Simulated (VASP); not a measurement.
# GaP (F-43m) in VASP: a series of runs, part 2 of 2

VASP 6.6.1. The steps go on from the part before.

**5. Phonons, PBE**

POSCAR

```
GaP
1.0
    0.0000000000      2.7252500000      2.7252500000
    2.7252500000      0.0000000000      2.7252500000
    2.7252500000      2.7252500000      0.0000000000
Ga P
1 1
Direct
    0.0000000000      0.0000000000      0.0000000000
    0.7500000000      0.7500000000      0.7500000000
```

INCAR.step1

```
PREC = Accurate
ENCUT = 600
EDIFF = 1E-8
ISMEAR = -1
SIGMA = 0.05
LREAL = F
LASPH = T
NELM = 80
ALGO = Normal
ISIF = 3
LWAVE = F
LCHARG = F
GGA = PE
IBRION = 2
NSW = 40
EDIFFG = -0.002
```

INCAR.step2

```
PREC = Accurate
ENCUT = 600
EDIFF = 1E-8
ISMEAR = -1
SIGMA = 0.05
LREAL = F
LASPH = T
NELM = 80
ALGO = Normal
ISIF = 2
LWAVE = F
LCHARG = F
GGA = PE
IBRION = 6
NFREE = 2
POTIM = 0.015
NSW = 1
```

KPOINTS

```
regular mesh
0
Gamma
  6 6 6
```

Potentials or basis: VASP PAW PBE potentials, release 64 (Ga_d, P).

The run is started by

```
cat potpaw_PBE.64/Ga_d/POTCAR potpaw_PBE.64/P/POTCAR > POTCAR
cp INCAR.step1 INCAR
mpirun -np 1 vasp_std > vasp.out
cp CONTCAR POSCAR
cp INCAR.step2 INCAR
mpirun -np 1 vasp_std > vasp.out
```

OUTCAR:

```text
PREC = Accurate
   ENCUT = 600
   EDIFF = 1E-8
   ISMEAR = -1
   LREAL = F
   LASPH = T
   NELM = 80
   ISIF = 2
   GGA = PE
   IBRION = 6
   NFREE = 2
   POTIM = 0.015
   NSW = 1

 ion  position               nearest neighbor table
   1  0.000  0.000  0.000-   2 2.38   2 2.38   2 2.38   2 2.38
   2  0.750  0.750  0.750-   1 2.38   1 2.38   1 2.38   1 2.38

  LATTYP: Found a face centered cubic cell.
[... 760 lines left out ...]
  x    -0.00000     0.00000     0.00000     0.00000    -6.52728     0.00000
  y     0.00000     0.00000    -0.00000     0.00000     0.00000    -6.52728
  z     0.00000     0.00000     0.00000    -6.52728     0.00000     0.00000

 INTERNAL STRAIN TENSOR FOR ION    2 for displacements in x,y,z  (eV/Angst):
          X           Y           Z          XY          YZ          ZX
  --------------------------------------------------------------------------------
  x    -0.00000    -0.00000     0.00000     0.00000     6.53510     0.00000
  y     0.00000     0.00000     0.00000     0.00000     0.00000     6.53510
  z     0.00000    -0.00000     0.00000     6.53510     0.00000     0.00000

 Eigenvectors and eigenvalues of the dynamical matrix
 ----------------------------------------------------

   1 f  =   10.304198 THz    64.743187 2PiTHz  343.711056 cm-1    42.614721 meV
             X         Y         Z           dx          dy          dz
      0.000000  0.000000  0.000000     0.000000    0.000000   -0.554313
      4.129315  4.129315  4.129315     0.000000    0.000000    0.832309
[... 21 lines left out ...]
   6 f/i=    0.003724 THz     0.023402 2PiTHz    0.124235 cm-1     0.015403 meV
             X         Y         Z           dx          dy          dz
      0.000000  0.000000  0.000000     0.000000   -0.303002    0.775195
      4.129315  4.129315  4.129315     0.000000   -0.201798    0.516275

 ELASTIC MODULI CONTR FROM IONIC RELAXATION (kBar)
 Direction    XX          YY          ZZ          XY          YZ          ZX
 --------------------------------------------------------------------------------
 XX          -0.0000      0.0000     -0.0000      0.0000     -0.0000      0.0000
 YY           0.0000     -0.0000      0.0000      0.0000      0.0000      0.0000
 ZZ          -0.0000      0.0000     -0.0000      0.0000      0.0000     -0.0000
 XY           0.0000      0.0000      0.0000   -175.8539     -0.0000      0.0000
 YZ          -0.0000      0.0000      0.0000     -0.0000   -175.8539      0.0000
 ZX           0.0000      0.0000     -0.0000      0.0000      0.0000   -175.8539
 --------------------------------------------------------------------------------
```

OSZICAR.step1:

```text
N       E                     dE             d eps       ncg     rms          rms(c)
DAV:   1     0.865020105194E+02    0.86502E+02   -0.10055E+04   424   0.216E+03
DAV:   2    -0.224814707005E+01   -0.88750E+02   -0.85345E+02   446   0.355E+02
DAV:   3    -0.924895732793E+01   -0.70008E+01   -0.69622E+01   541   0.809E+01
[... 31 lines left out ...]
DAV:   5    -0.911169091124E+01    0.10207E-03   -0.67378E-05   555   0.125E-01    0.131E-02
DAV:   6    -0.911169039693E+01    0.51432E-06   -0.34747E-06   603   0.241E-02    0.647E-03
DAV:   7    -0.911169061870E+01   -0.22178E-06   -0.31757E-07   533   0.810E-03    0.340E-03
DAV:   8    -0.911169080508E+01   -0.18638E-06   -0.15590E-07   478   0.440E-03    0.517E-04
DAV:   9    -0.911169080442E+01    0.66530E-09   -0.42205E-09   333   0.824E-04
   3 F= -.91116908E+01 E0= -.91116908E+01  d E =-.938149E-02
```

Wall time 92 s (1 thread of Intel Xeon Platinum 8488C (Sapphire Rapids), shared host); peak memory 0.21 GiB.

What came out:

* Relaxed volume: 20.86 Å³/atom
* Relaxed cell: a = 3.893 Å, b = 3.893 Å, c = 3.893 Å, α = 60.00°, β = 60.00°, γ = 60.00°
* Space group after relaxing (to 0.05 Å): F-43m (No. 216)
* Highest phonon frequency at Γ, LO-TO splitting left out: 344 cm⁻¹

The path:
| step | energy change (eV) | largest force (eV/Å) | pressure (GPa) | volume (Å³) |
| --- | --- | --- | --- | --- |
| 1 | 0.0000 | 0.0000 | 2.49 | 40.48 |
| 2 | -0.0072 | 0.0000 | -1.10 | 42.35 |
| 3 | -0.0094 | 0.0000 | 0.00 | 41.72 |

Final structure:
```
Ga P
1.0
     0.00000    2.75288    2.75288
     2.75288    0.00000    2.75288
     2.75288    2.75288    0.00000
Ga P
1 1
Direct
  0.00000 0.00000 0.00000
  0.75000 0.75000 0.75000
```

Phonon frequencies in cm⁻¹ (negative: imaginary):
```tsv
q point	frequencies
(0.000, 0.000, 0.000)	0 0 0 344 344 344
```

**6. Elastic constants, PBE**

POSCAR is that of step 5.

INCAR.step1

```
ALGO = Fast ; EDIFF = 1E-8
EDIFFG = -0.002 ; ENCUT = 600
GGA = PE ; IBRION = 2
ISIF = 3 ; ISMEAR = -1
LASPH = True ; LCHARG = False
LREAL = False ; LWAVE = False
NELM = 100 ; NSW = 40
PREC = Accurate ; SIGMA = 0.05
```

INCAR.step2

```
ALGO = Fast ; EDIFF = 1E-8
ENCUT = 600 ; GGA = PE
IBRION = 6 ; ISIF = 3
ISMEAR = -1 ; LASPH = True
LCHARG = False ; LREAL = False
LWAVE = False ; NELM = 100
NFREE = 2 ; NSW = 1
POTIM = 0.015 ; PREC = Accurate
SIGMA = 0.05
```

KPOINTS

```
k-points
0
Gamma
  6 6 6
```

Potentials or basis: VASP PAW PBE potentials, release 64 (Ga_d, P).

The run is started by

```
cat potpaw_PBE.64/Ga_d/POTCAR potpaw_PBE.64/P/POTCAR > POTCAR
cp INCAR.step1 INCAR
mpirun -np 1 vasp_std > vasp.out
cp CONTCAR POSCAR
cp INCAR.step2 INCAR
mpirun -np 1 vasp_std > vasp.out
```

OUTCAR:

```text
EDIFF = 1E-8
   ENCUT = 600
   GGA = PE
   IBRION = 6
   ISIF = 3
   ISMEAR = -1
   LASPH = True
   LREAL = False
   NELM = 100
   NFREE = 2
   NSW = 1
   POTIM = 0.015
   PREC = Accurate

 ion  position               nearest neighbor table
   1  0.000  0.000  0.000-   2 2.38   2 2.38   2 2.38   2 2.38
   2  0.750  0.750  0.750-   1 2.38   1 2.38   1 2.38   1 2.38

  LATTYP: Found a face centered cubic cell.
 ALAT       =     5.5057196850

  Lattice vectors:

 A1 = (   0.0000000000,   2.7528598425,   2.7528598425)
 A2 = (   2.7528598425,   0.0000000000,   2.7528598425)
 A3 = (   2.7528598425,   2.7528598425,   0.0000000000)

Analysis of symmetry for initial positions (statically):
=====================================================================
 Subroutine PRICEL returns:
 Original cell was already a primitive cell.

 Routine SETGRP: Setting up the symmetry group for a
 face centered cubic supercell.

 Subroutine GETGRP returns: Found 24 space group operations
 (whereof 24 operations were pure point group operations)
 out of a pool of 48 trial point group operations.

The static configuration has the point symmetry T_d .

Analysis of symmetry for dynamics (positions and initial velocities):
[... 743 lines left out ...]
  -------------------------------------------------------------------------------------
  Total        0.0022241      0.0043449      0.0043449      0.0000000     -0.0973867      0.0000000
  in kB        0.0854030      0.1668419      0.1668419      0.0000000     -3.7396251      0.0000000
  external PRESSURE =       0.1396956 kB  Pullay stress =       0.0000000 kB
[... 17 lines left out ...]
  FREE ENERGIE OF THE ION-ELECTRON SYSTEM (eV)
  ---------------------------------------------------
  free  energy   TOTEN  =        -9.1108483411 eV

  energy  without entropy=       -9.1108483310  energy(sigma->0) =       -9.11084834

 INTERNAL STRAIN TENSORS FROM STRAINED CELLS
 ============================================

 INTERNAL STRAIN TENSOR FOR ION    1 for displacements in x,y,z  (eV/Angst):
          X           Y           Z          XY          YZ          ZX
  --------------------------------------------------------------------------------
  x    -0.00000     0.00000    -0.00000    -0.00000    -6.53737     0.00000
  y    -0.00000    -0.00000    -0.00000     0.00000     0.00000    -6.53841
  z    -0.00000     0.00000    -0.00000    -6.53869     0.00000    -0.00000

 INTERNAL STRAIN TENSORS FROM DISPLACED ATOMS
 ============================================

 INTERNAL STRAIN TENSOR FOR ION    1 for displacements in x,y,z  (eV/Angst):
          X           Y           Z          XY          YZ          ZX
  --------------------------------------------------------------------------------
  x    -0.00000     0.00000     0.00000     0.00000    -6.53555     0.00000
  y     0.00000     0.00000     0.00000     0.00000     0.00000    -6.53555
  z     0.00000     0.00000    -0.00000    -6.53555     0.00000     0.00000

 INTERNAL STRAIN TENSOR FOR ION    2 for displacements in x,y,z  (eV/Angst):
          X           Y           Z          XY          YZ          ZX
  --------------------------------------------------------------------------------
  x    -0.00000     0.00000     0.00000     0.00000     6.51477     0.00000
  y    -0.00000     0.00000    -0.00000     0.00000     0.00000     6.51477
  z     0.00000     0.00000     0.00000     6.51477     0.00000     0.00000

 Eigenvectors and eigenvalues of the dynamical matrix
 ----------------------------------------------------

   1 f  =   10.307471 THz    64.763751 2PiTHz  343.820229 cm-1    42.628256 meV
             X         Y         Z           dx          dy          dz
      0.000000  0.000000  0.000000     0.554451   -0.000000   -0.000000
      4.129290  4.129290  4.129290    -0.832217   -0.000000   -0.000000
[... 21 lines left out ...]
   6 f/i=    0.002017 THz     0.012672 2PiTHz    0.067272 cm-1     0.008341 meV
             X         Y         Z           dx          dy          dz
      0.000000  0.000000  0.000000     0.427623    0.466729    0.540266
      4.129290  4.129290  4.129290     0.284897    0.310950    0.359943

--------------------------------------------------------------------------------------------------------

 ELASTIC MODULI CONTR FROM IONIC RELAXATION (kBar)
 Direction    XX          YY          ZZ          XY          YZ          ZX
 --------------------------------------------------------------------------------
 XX          -0.0000      0.0000      0.0000     -0.0000      0.0000      0.0000
 YY           0.0000     -0.0000      0.0000     -0.0000     -0.0000     -0.0000
 ZZ           0.0000      0.0000     -0.0000     -0.0000     -0.0000      0.0000
 XY          -0.0000     -0.0000     -0.0000   -175.3965      0.0000      0.0000
 YZ           0.0000     -0.0000     -0.0000      0.0000   -175.3965      0.0000
 ZX           0.0000     -0.0000      0.0000      0.0000      0.0000   -175.3965
 --------------------------------------------------------------------------------

 TOTAL ELASTIC MODULI (kBar)
 Direction    XX          YY          ZZ          XY          YZ          ZX
 --------------------------------------------------------------------------------
 XX        1251.8254    519.8464    519.8464     -0.0000      0.0000      0.0000
 YY         519.8464   1251.8254    519.8464     -0.0000     -0.0000     -0.0000
 ZZ         519.8464    519.8464   1251.8254     -0.0000     -0.0000      0.0000
 XY          -0.0000     -0.0000     -0.0000    646.3152      0.0000      0.0000
 YZ           0.0000     -0.0000     -0.0000      0.0000    646.3152      0.0000
 ZX           0.0000     -0.0000      0.0000      0.0000      0.0000    646.3152
 --------------------------------------------------------------------------------
```

OUTCAR.step1:

```text
EDIFF = 1E-8
   EDIFFG = -0.002
   ENCUT = 600
   GGA = PE
   IBRION = 2
   ISIF = 3
   ISMEAR = -1
   LASPH = True
   LREAL = False
   NELM = 100
   NSW = 40
   PREC = Accurate

[... 273 lines left out ...]
      2     -10.1563      2.00000
      3     -10.1563      2.00000
      4     -10.0657      2.00000
      5     -10.0657      2.00000
      6      -7.9143      2.00000
      7       4.3552      2.00000
      8       4.3552      2.00000
      9       4.3552      2.00000
     10       5.9308      0.00000
     11       8.2463      0.00000
     12       8.2463      0.00000
     13       8.2463      0.00000
[... 267 lines left out ...]
  FREE ENERGIE OF THE ION-ELECTRON SYSTEM (eV)
  ---------------------------------------------------
  free  energy   TOTEN  =        -9.1116907905 eV

  energy  without entropy=       -9.1116907816  energy(sigma->0) =       -9.11169079

 reached required accuracy - stopping structural energy minimisation
```

OSZICAR.step1:

```text
N       E                     dE             d eps       ncg     rms          rms(c)
DAV:   1     0.865020105194E+02    0.86502E+02   -0.10055E+04   424   0.216E+03
DAV:   2    -0.224814707005E+01   -0.88750E+02   -0.85345E+02   446   0.355E+02
DAV:   3    -0.924895732793E+01   -0.70008E+01   -0.69622E+01   541   0.809E+01
[... 39 lines left out ...]
RMM:   8    -0.911169082197E+01   -0.25284E-06   -0.25333E-06   521   0.143E-02    0.893E-03
RMM:   9    -0.911169085462E+01   -0.32643E-07   -0.42470E-07   492   0.659E-03    0.135E-03
RMM:  10    -0.911169083517E+01    0.19451E-07   -0.81414E-08   407   0.282E-03    0.140E-03
RMM:  11    -0.911169078427E+01    0.50898E-07   -0.46015E-08   351   0.211E-03    0.137E-03
RMM:  12    -0.911169079054E+01   -0.62769E-08   -0.97841E-09   280   0.127E-03
   3 F= -.91116908E+01 E0= -.91116908E+01  d E =-.938149E-02
```

Run time: 6.5 min. Hardware: 1 thread of Intel Xeon Platinum 8488C (Sapphire Rapids), shared host; peak memory 0.24 GiB.

What came out:

```
Relaxed volume                                          : 20.86 Å³/atom
Relaxed cell                                            : a = 3.893 Å, b = 3.893 Å, c = 3.893 Å, α = 60.00°, β = 60.00°, γ = 60.00°
Space group after relaxing (to 0.05 Å)                  : F-43m (No. 216)
Elastic constants C11, C12, C44                         : 125, 52, 65 GPa
Voigt bulk modulus                                      : 76 GPa
Highest phonon frequency at Γ, LO-TO splitting left out : 344 cm⁻¹
```

Step by step:
| step | energy change (eV) | largest force (eV/Å) | pressure (GPa) | volume (Å³) |
| --- | --- | --- | --- | --- |
| 1 | 0.0000 | 0.0000 | 2.49 | 40.48 |
| 2 | -0.0072 | 0.0000 | -1.10 | 42.35 |
| 3 | -0.0094 | 0.0000 | 0.01 | 41.72 |

Final structure:
```
Ga P
1.0
     0.00000    2.75286    2.75286
     2.75286    0.00000    2.75286
     2.75286    2.75286    0.00000
Ga P
1 1
Cartesian
  0.0000 0.0000 0.0000
  4.1293 4.1293 4.1293
```

Phonon frequencies in cm⁻¹ (negative: imaginary):
```csv
q point,frequencies
"(0.000, 0.000, 0.000)",0 0 0 344 344 344
```

Elastic tensor in Voigt notation (GPa, in the Cartesian axes of the cell as first typed):
```
125  52  52   0   0   0
 52 125  52   0   0   0
 52  52 125   0   0   0
  0   0   0  65   0   0
  0   0   0   0  65   0
  0   0   0   0   0  65
```

Clamped-ion elastic tensor (GPa):
```
125  52  52   0   0   0
 52 125  52   0   0   0
 52  52 125   0   0   0
  0   0   0  82   0   0
  0   0   0   0  82   0
  0   0   0   0   0  82
```

**7. Against experiment**

Step 4. Measured gap of GaP: 2.34 eV (indirect; 10 K; quoted in “Stacking defects in GaP nanowires: Electronic structure and optical properties”, 2018, arxiv:1810.01194). This calculation gives 1.49 eV (-0.85 eV). Spin-orbit coupling on Ga is left out. The value is that of LDA on a finite k mesh, which can miss the band edges, without temperature or zero-point motion. Semilocal functionals fall short of measured gaps as a rule.
